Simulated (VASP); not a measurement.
RbBr:

```
Rb Br
1.0
     0.00000    3.42606    3.42606
     3.42606    0.00000    3.42606
     3.42606    3.42606    0.00000
Rb Br
1 1
Direct
  0.00000 0.00000 0.00000
  0.50000 0.50000 0.50000
```

Base run:

```yaml
Program: VASP 6.6.1
Functional: PBE0
Potentials_or_basis: VASP PAW PBE potentials, release 64 (Rb_sv, Br)
Cutoff: 520 eV
k_mesh: 4 × 4 × 4
Occupations: gaussian, width 0.03 eV
Spin: no spin polarisation
```

Its results: band gap on the k mesh 6.24 eV, direct; pressure 0.8 GPa.

Question: After a change of settings the same cell gave: band gap on the k mesh 4.36 eV, direct; pressure 1.0 GPa. Which change was it?
A. functional from PBE0 to HSE06
B. functional from PBE0 to PBE-EpsX
C. functional from PBE0 to PBE

Answer: C.

PBE0 gives the wider gap, since exact exchange removes part of the self-interaction.

Caveats: the PAW data sets were made with another functional, which shifts forces and pressure a little (some runs).
